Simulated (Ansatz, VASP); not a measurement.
**Si: VASP beside Ansatz**

```
CELL_PARAMETERS angstrom
0.00000 2.70083 2.70083
2.70083 0.00000 2.70083
2.70083 2.70083 0.00000
ATOMIC_POSITIONS crystal
Si 0.50000 0.50000 0.50000
Si 0.75000 0.75000 0.75000
```

Alike in both runs: functional LDA; k mesh 10 × 10 × 10; occupations gaussian, width 0.02 eV; no spin polarisation.

Ansatz relaxed the structure, and its values are those at the end. VASP's run is a single point on that final structure, the one shown.

```csv
,VASP,Ansatz
version,VASP 6.6.1,Ansatz 0.2.0
potentials or method,"VASP PAW LDA potentials, release 64 (Si)","scalar-relativistic, plane waves, PAW"
plane-wave cutoff (eV),520,420
valence electrons in the cell,8,8
```

|  | VASP | Ansatz | Ansatz less VASP |
| --- | --- | --- | --- |
| gap on the k mesh at the Fermi level (eV) | 0.45 | 0.46 | +0.003 |
| least direct gap on the mesh (eV) | 2.53 | 2.53 | +0.002 |
| pressure (GPa) | 0.1 | 0.0 | -0.06 |

Ansatz warned: «pseudo_functional_mismatch».
